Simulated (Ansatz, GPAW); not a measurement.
This is a calculation of CdTe for GPAW 26.7.0 (ASE script). 

run.py

```python
from ase.dft.bandgap import bandgap
from ase.io import read, write
from ase.units import Bohr, GPa
from gpaw import GPAW, PW
from gpaw.elf import elf_from_dft_calculation

atoms = read('POSCAR')

calc = GPAW(mode=PW(600),
            xc='PBE',
            kpts={'size': (7, 7, 7), 'gamma': True},
            occupations={'name': 'methfessel-paxton', 'order': 0, 'width': 0.025},
            nbands=18,
            convergence={'density': 1e-05, 'energy': 1e-05},
            maxiter=150,
            txt='gpaw.txt')
atoms.calc = calc
energy = atoms.get_potential_energy()
forces = atoms.get_forces()
stress = atoms.get_stress()
calc.write('gs.gpw')
write('result.traj', atoms)
print(f'Energy: {energy:.6f} eV')
print('Forces (eV/A):')
print(forces.round(4))
print('Stress (GPa):', (stress / GPa).round(3))
print('Fermi level:', round(calc.get_fermi_level(), 4), 'eV')
print(f'Gap: {bandgap(calc)[0]:.4f} eV, direct: {bandgap(calc, direct=True)[0]:.4f} eV')

# fields on the real-space grid
write('density.cube', atoms, data=calc.get_pseudo_density() * Bohr**3)
write('potential.cube', atoms, data=calc.get_electrostatic_potential())
write('elf.cube', atoms, data=elf_from_dft_calculation(calc).data)
```

POSCAR

```
CdTe
1.0
    0.0000000000      3.2050000000      3.2050000000
    3.2050000000      0.0000000000      3.2050000000
    3.2050000000      3.2050000000      0.0000000000
Te Cd
1 1
Direct
    0.7500000000      0.7500000000      0.7500000000
    0.0000000000      0.0000000000      0.0000000000
```

Potentials or basis: GPAW PAW data sets (gpaw-data 1.2.1), pw.

Run with:

```sh
$ OMP_NUM_THREADS=1 python run.py
```

Question: Set up the same calculation for Ansatz 0.2.0. Potentials or basis there: all-electron LAPW, scalar-relativistic.

Answer: As run (cutoffs and basis follow the program's own potentials, and thresholds, step limits or extra output files can differ):

The input input.yaml:

```yaml
crystal:
  lattice:
    - [0.0, 3.205, 3.205]
    - [3.205, 0.0, 3.205]
    - [3.205, 3.205, 0.0]
  atoms:
    - { symbol: Te, position: [0.75, 0.75, 0.75] }
    - { symbol: Cd, position: [0.0, 0.0, 0.0] }
kpoints:
  mp_grid: { grid: [7, 7, 7] }
scf:
  occupations: { method: gaussian, width: 0.025 }
hamiltonian:
  xc: pbe
  pseudopotentials: { kind: all_electron, lapw: { basis_error: 0.001 } }
output:
  forces: true
  stress: true
  eigenvalues: true
```

Potentials or basis: all-electron LAPW, scalar-relativistic.

Launch:

```bash
$ ansatz run input.yaml --threads 1 --pin off --max-ram 3072MiB --backend cpu --events-out ev --progress --plain --runs-dir out
```

Both were run:

|  | GPAW | Ansatz |
| --- | --- | --- |
| Pressure | 3.8 GPa | 4.3 GPa |

Where Ansatz's input types no cutoff or centring, it takes its own default and a Γ-centred mesh.

Pressure is positive in compression.
